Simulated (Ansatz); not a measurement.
## N interstitial in AlN

The calculation used DFT PBE, scalar-relativistic, plane waves, PAW (Ansatz). (420 eV cutoff, 1×1×1 k-mesh, Gaussian smearing of 0.01 eV, collinear spin in charge 0, -2 alone)

Host crystal, relaxed:

```xyz
4
Lattice="3.1302 0.0000 0.0000 -1.5651 2.7108 0.0000 0.0000 0.0000 5.0180" Properties=species:S:1:pos:R:3 pbc="T T T"
Al    1.5651    0.9036    2.5052
Al    0.0000    1.8072    5.0142
N     1.5651    0.9036    4.4197
N     0.0000    1.8072    1.9107
```

Supercell of 72 atoms, rows in host cell vectors: 3 0 0; 0 3 0; 0 0 2. Atoms relax at the host's cell, keeping the symmetry that the supercell leaves at the site. The cell is small, so energies carry finite-size errors of tenths of an eV. The zone centre alone is far too coarse a mesh for this cell, so the numbers show that error and aren't the defect's converged properties. The host's Kohn–Sham gap is 4.03 eV.

Defect: N interstitial, charge -1.

Command:

```bash
ansatz run input.yaml --threads 4 --pin off --max-ram 8192MiB --backend cpu --events-out ev --progress --plain --runs-dir out
```

The input:

```yaml
crystal:
  lattice:
    - [9.3906252598, 0.0, 0.0]
    - [-4.6953126299, 8.1325200324, 0.0]
    - [0.0, 0.0, 10.0360866438]
  atoms:
    - { symbol: Al, position: [0.2232700163, 0.1116350081, 0.2517291588] }
    - { symbol: Al, position: [0.223631797, 0.1118158985, 0.7448678848] }
    - { symbol: Al, position: [0.2253931883, 0.4507863766, 0.252785911] }
    - { symbol: Al, position: [0.2219755689, 0.4439511378, 0.7503244461] }
    - { symbol: Al, position: [0.2253931883, 0.7746068117, 0.252785911] }
    - { symbol: Al, position: [0.2219755689, 0.7780244311, 0.7503244461] }
    - { symbol: Al, position: [0.5552832359, 0.1105664718, 0.2491943042] }
    - { symbol: Al, position: [0.5558616091, 0.1117232183, 0.7498779606] }
    - { symbol: Al, position: [0.5552832359, 0.4447167641, 0.2491943042] }
    - { symbol: Al, position: [0.5558616091, 0.4441383909, 0.7498779606] }
    - { symbol: Al, position: [0.5492136234, 0.7746068117, 0.252785911] }
    - { symbol: Al, position: [0.5560488622, 0.7780244311, 0.7503244461] }
    - { symbol: Al, position: [0.8883649919, 0.1116350081, 0.2517291588] }
    - { symbol: Al, position: [0.8881841015, 0.1118158985, 0.7448678848] }
    - { symbol: Al, position: [0.8894335282, 0.4447167641, 0.2491943042] }
    - { symbol: Al, position: [0.8882767817, 0.4441383909, 0.7498779606] }
    - { symbol: Al, position: [0.8883649919, 0.7767299837, 0.2517291588] }
    - { symbol: Al, position: [0.8881841015, 0.776368203, 0.7448678848] }
    - { symbol: Al, position: [0.111561133, 0.223122266, 0.4986918731] }
    - { symbol: Al, position: [0.1103595624, 0.2207191248, 0.9980791682] }
    - { symbol: Al, position: [0.1106299622, 0.5553149811, 0.5018607333] }
    - { symbol: Al, position: [0.1110951283, 0.5555475641, 0.9995857017] }
    - { symbol: Al, position: [0.111561133, 0.888438867, 0.4986918731] }
    - { symbol: Al, position: [0.1103595624, 0.8896404376, 0.9980791682] }
    - { symbol: Al, position: [0.4455879859, 0.222793993, 0.4988513576] }
    - { symbol: Al, position: [0.4466611814, 0.2233305907, 0.9992220797] }
    - { symbol: Al, position: [0.4446850189, 0.5553149811, 0.5018607333] }
    - { symbol: Al, position: [0.4444524359, 0.5555475641, 0.9995857017] }
    - { symbol: Al, position: [0.4446850189, 0.8893700378, 0.5018607333] }
    - { symbol: Al, position: [0.4444524359, 0.8889048717, 0.9995857017] }
    - { symbol: Al, position: [0.777206007, 0.222793993, 0.4988513576] }
    - { symbol: Al, position: [0.7766694093, 0.2233305907, 0.9992220797] }
    - { symbol: Al, position: [0.777206007, 0.5544120141, 0.4988513576] }
    - { symbol: Al, position: [0.7766694093, 0.5533388186, 0.9992220797] }
    - { symbol: Al, position: [0.776877734, 0.888438867, 0.4986918731] }
    - { symbol: Al, position: [0.7792808752, 0.8896404376, 0.9980791682] }
    - { symbol: "N", position: [0.2228111575, 0.1114055787, 0.442106966] }
    - { symbol: "N", position: [0.2316436764, 0.1158218382, 0.9332830674] }
    - { symbol: "N", position: [0.2232429435, 0.446485887, 0.4431452824] }
    - { symbol: "N", position: [0.222040407, 0.444080814, 0.9415295985] }
    - { symbol: "N", position: [0.2232429435, 0.7767570565, 0.4431452824] }
    - { symbol: "N", position: [0.222040407, 0.777959593, 0.9415295985] }
    - { symbol: "N", position: [0.5552537551, 0.1105075101, 0.4400877039] }
    - { symbol: "N", position: [0.555601724, 0.1112034481, 0.9411051583] }
    - { symbol: "N", position: [0.5552537551, 0.4447462449, 0.4400877039] }
    - { symbol: "N", position: [0.555601724, 0.444398276, 0.9411051583] }
    - { symbol: "N", position: [0.553514113, 0.7767570565, 0.4431452824] }
    - { symbol: "N", position: [0.555919186, 0.777959593, 0.9415295985] }
    - { symbol: "N", position: [0.8885944213, 0.1114055787, 0.442106966] }
    - { symbol: "N", position: [0.8841781618, 0.1158218382, 0.9332830674] }
    - { symbol: "N", position: [0.8894924899, 0.4447462449, 0.4400877039] }
    - { symbol: "N", position: [0.8887965519, 0.444398276, 0.9411051583] }
    - { symbol: "N", position: [0.8885944213, 0.7771888425, 0.442106966] }
    - { symbol: "N", position: [0.8841781618, 0.7683563236, 0.9332830674] }
    - { symbol: "N", position: [0.1156787223, 0.2313574446, 0.1995498178] }
    - { symbol: "N", position: [0.1113792744, 0.2227585487, 0.689279286] }
    - { symbol: "N", position: [0.1114970253, 0.5557485127, 0.1911410864] }
    - { symbol: "N", position: [0.1107129997, 0.5553564998, 0.6924526312] }
    - { symbol: "N", position: [0.1156787223, 0.8843212777, 0.1995498178] }
    - { symbol: "N", position: [0.1113792744, 0.8886207256, 0.689279286] }
    - { symbol: "N", position: [0.4442499263, 0.2221249632, 0.190602527] }
    - { symbol: "N", position: [0.4463365377, 0.2231682688, 0.6888788887] }
    - { symbol: "N", position: [0.4442514873, 0.5557485127, 0.1911410864] }
    - { symbol: "N", position: [0.4446435002, 0.5553564998, 0.6924526312] }
    - { symbol: "N", position: [0.4442514873, 0.8885029747, 0.1911410864] }
    - { symbol: "N", position: [0.4446435002, 0.8892870003, 0.6924526312] }
    - { symbol: "N", position: [0.7778750368, 0.2221249632, 0.190602527] }
    - { symbol: "N", position: [0.7768317312, 0.2231682688, 0.6888788887] }
    - { symbol: "N", position: [0.7778750368, 0.5557500737, 0.190602527] }
    - { symbol: "N", position: [0.7768317312, 0.5536634623, 0.6888788887] }
    - { symbol: "N", position: [0.7686425554, 0.8843212777, 0.1995498178] }
    - { symbol: "N", position: [0.7772414513, 0.8886207256, 0.689279286] }
    - { symbol: "N", position: [0.0, 0.0, 0.0794688886] }
  host:
    lattice:
      - [3.1302084199, 0.0, 0.0]
      - [-1.56510421, 2.7108400108, 0.0]
      - [0.0, 0.0, 5.0180433219]
    atoms:
      - { symbol: Al, position: [0.6666666667, 0.3333333333, 0.4992342259] }
      - { symbol: Al, position: [0.3333333333, 0.6666666667, 0.9992342259] }
      - { symbol: "N", position: [0.6666666667, 0.3333333333, 0.8807657741] }
      - { symbol: "N", position: [0.3333333333, 0.6666666667, 0.3807657741] }
total_charge: -1
basis:
  ecutwfc: 420
  xc_grid: 2
kpoints:
  mp_grid: { grid: [1, 1, 1], shift: [0.0, 0.0, 0.0] }
hamiltonian:
  xc: pbe
scf:
  occupations: { method: gaussian, width: 0.01 }
output:
  forces: true
  stress: false
  eigenvalues: true
  charged_corrections:
    defect_position: [0.0, 0.0, 0.10416667]
    epsilon: [[8.2944, 0.0, 0.0], [0.0, 8.2944, 0.0], [0.0, 0.0, 9.8365]]
relax:
  adjacent_minimum: "off"
  f_tol: 0.025
  max_steps: 45
```

From the output:

```
Warning: RAYON_NUM_THREADS=4 ignored (pool sized by the plan → 4); use --threads N
Crystal: 73 atoms, lattice volume = 766.450 Å³
Basis set: ecut = 420 eV, 14913 PW (Γ), exchange–correlation on 128×128×144 points (8 copies of the dense FFT grid, shifted against one another)
Bands: 220, of which v1, the nominal top of the filled ones, is band 147 counted from 1 (146 counted from 0)
Symmetry: 6 space group operations
Space group: P3m1 (ITA 156), of the structure as read, at distance tolerance 9.2e-5 Å
k-points: 1
relax step   1: F+E_penalty+E_count = -33636.39714906 eV  Δ(F+E_penalty+E_count) = +0.000e0 eV  max|allowed force component| = 1.703e0 eV/Å  Δτ_max = 0.0000 Å
relax step   2: F+E_penalty+E_count = -33636.90061223 eV  Δ(F+E_penalty+E_count) = -5.035e-1 eV  max|allowed force component| = 1.172e0 eV/Å  Δτ_max = 0.0530 Å
relax step   3: F+E_penalty+E_count = -33637.05573732 eV  Δ(F+E_penalty+E_count) = -1.551e-1 eV  max|allowed force component| = 8.068e-1 eV/Å  Δτ_max = 0.0539 Å
relax step   4: F+E_penalty+E_count = -33637.07033398 eV  Δ(F+E_penalty+E_count) = -1.460e-2 eV  max|allowed force component| = 1.257e0 eV/Å  Δτ_max = 0.1753 Å
relax step   5: F+E_penalty+E_count = -33637.13691716 eV  Δ(F+E_penalty+E_count) = -6.658e-2 eV  max|allowed force component| = 1.564e-1 eV/Å  Δτ_max = 0.0932 Å
relax step   6: F+E_penalty+E_count = -33637.13816267 eV  Δ(F+E_penalty+E_count) = -1.246e-3 eV  max|allowed force component| = 6.848e-2 eV/Å  Δτ_max = 0.0135 Å
relax step   7: F+E_penalty+E_count = -33637.13880477 eV  Δ(F+E_penalty+E_count) = -6.421e-4 eV  max|allowed force component| = 6.973e-3 eV/Å  Δτ_max = 0.0041 Å
SCF converged after 6 iterations
Free energy (F): -33637.138805 eV
E sigma→0 (E₀):  -33637.138805 eV
Fermi energy:    8.572355 eV
```

The relaxation gained 0.74 eV in 7 steps. Time: 38 s on 4 threads of Arm Neoverse V2, on a shared host, peak memory 0.84 GiB.